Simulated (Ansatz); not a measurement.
LaScO3 (Pnma) by several functionals

All numbers come from Ansatz. Calculated for a static, non-magnetic cell.

LaScO3 (Pnma) from a database structure, relaxed with r2SCAN. Space group Pnma (No. 62), orthorhombic; conventional cell a = 5.796 Å, b = 8.096 Å, c = 5.678 Å, 13.32 Å³ an atom. Around La lie 8 O at 2.39–2.89 Å; around Sc lie 6 O at 2.10–2.11 Å; around O lie 2 Sc at 2.11 Å and 2 La at 2.39–2.53 Å; around O lie 2 Sc at 2.10–2.11 Å and 3 La at 2.42–2.89 Å.

Relaxed lattice by functional, symmetry kept:
```tsv
functional	k mesh	a (Å)	b (Å)	c (Å)	volume (Å³/atom)
PBE	4×4×4	5.835	8.144	5.698	13.54
r2SCAN	4×4×4	5.796	8.096	5.678	13.32
```

Band edges at fixed r2SCAN geometry:
```
  level  k mesh  gap (eV)    kind  edges  least direct gap (eV)
    PBE   4×4×4      3.93  direct      Γ                   3.93
PBE+SOC   4×4×4      3.92  direct      Γ                   3.92
 r2SCAN   4×4×4      4.50  direct      Γ                   4.50
  HSE06   4×2×4      5.85  direct      Γ                   5.85
   PBE0   4×2×4      6.61  direct      Γ                   6.61
```
PBE: smearing of 0.02 eV; the others have fixed occupations.
Wave cutoffs: 420 eV, 500 eV (r2SCAN).

The HSE06 gap is direct at Γ: 5.85 eV. Spin-orbit coupling changes the PBE gap by -0.01 eV, to 3.92 eV.

r2SCAN covers 29 % of the step from PBE to HSE06. Spin-orbit coupling moves the least or the direct gap by up to 0.01 eV, so it can be left out where a tenth of an eV counts. All these functionals give a gap of the same kind, direct.

r2SCAN (ground state on 4×4×4): The clamped-ion dielectric constant comes out as 4.63, 4.54 and 4.72 along x, y and z. Born charges, averaged over directions: La +4.17, Sc +4.00, O -2.75 to -2.71 e. The program notes that the ground state's band table doesn't vouch for all the bands that the response reads.

Only the levels marked +SOC include spin-orbit coupling.

The meshes of the hybrids are coarse, so their gaps aren't converged to the digits shown.
